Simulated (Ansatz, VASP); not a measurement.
This is a calculation of Mo for Ansatz 0.2.0.

The input input.yaml:

```yaml
crystal:
  lattice:
    - [-1.5838089719, 1.5838089719, 1.5838089719]
    - [1.5838089719, -1.5838089719, 1.5838089719]
    - [1.5838089719, 1.5838089719, -1.5838089719]
  atoms:
    - { symbol: Mo, position: [0.0, 0.0, 0.0] }
hamiltonian:
  xc: revpbe
  pseudopotentials: { kind: paw }
  dispersion: d4
kpoints:
  mp_grid: { grid: [12, 12, 12] }
scf:
  occupations: { method: fermi_dirac, width: 0.05 }
output:
  forces: true
  stress: true
  eigenvalues: true
relax:
  f_tol: 0.01
  max_steps: 40
  cell: { stress_tol: 0.05 }
```

Potentials or basis: Ansatz PAW.

The run is started by

```console
$ ansatz run input.yaml --threads 2 --pin off --max-ram 5632MiB --backend cpu --events-out ev --progress --plain --runs-dir out
```

Set up the same calculation for VASP 6.6.1. Potentials there: VASP PAW PBE potentials, release 64 (Mo_sv).

As run (the cutoff follows the program's own potentials):

The input INCAR:

```
SYSTEM = Mo
  PREC = Accurate
  ENCUT = 600
  EDIFF = 1E-6
  ISMEAR = -1
  SIGMA = 0.05
  LREAL = .False.
  LASPH = .True.
  NELM = 80
  ALGO = Fast
  ISIF = 3
  LWAVE = .False.
  LCHARG = .False.
  GGA = RE
  IVDW = 13
  IBRION = 2
  NSW = 60
  EDIFFG = -0.01
```

KPOINTS

```
Automatic mesh
0
Gamma
  12 12 12
  0 0 0
```

POSCAR

```
Mo
1.0
   -1.5838089719      1.5838089719      1.5838089719
    1.5838089719     -1.5838089719      1.5838089719
    1.5838089719      1.5838089719     -1.5838089719
Mo
1
Direct
    0.0000000000      0.0000000000      0.0000000000
```

Potentials or basis: VASP PAW PBE potentials, release 64 (Mo_sv).

Launch:

```bash
$ cat potpaw_PBE.64/Mo_sv/POTCAR > POTCAR
$ mpirun -np 1 vasp_std > vasp.out
```

Both were run:

|  | VASP | Ansatz | Ansatz less VASP |
| --- | --- | --- | --- |
| gap on the k mesh at the Fermi level, each at its own relaxed structure (eV) | none | none | - |
| relaxed volume (Å³/atom) | 15.39 | 15.36 | -0.027 |
| relaxed cell length with the largest relative difference (Å) | 2.714 | 2.712 | -0.0016 |
| energy change over the relaxation (meV/atom) | -13 | -15 | -1.3 |

A gap of «none» marks a metal or a gap that the smearing closes.

Caveats: pairwise dispersion overbinds metals, which lowers pressure and volume; the PAW data sets were made with another functional, which shifts forces and pressure a little (VASP); the plane-wave basis is chosen anew once the cell has moved, so the energies of steps on either side of that aren't comparable (Ansatz); the PAW data sets come from PBE, with cores solved anew for the run's functional, which leaves a small shift of forces and pressure (Ansatz).
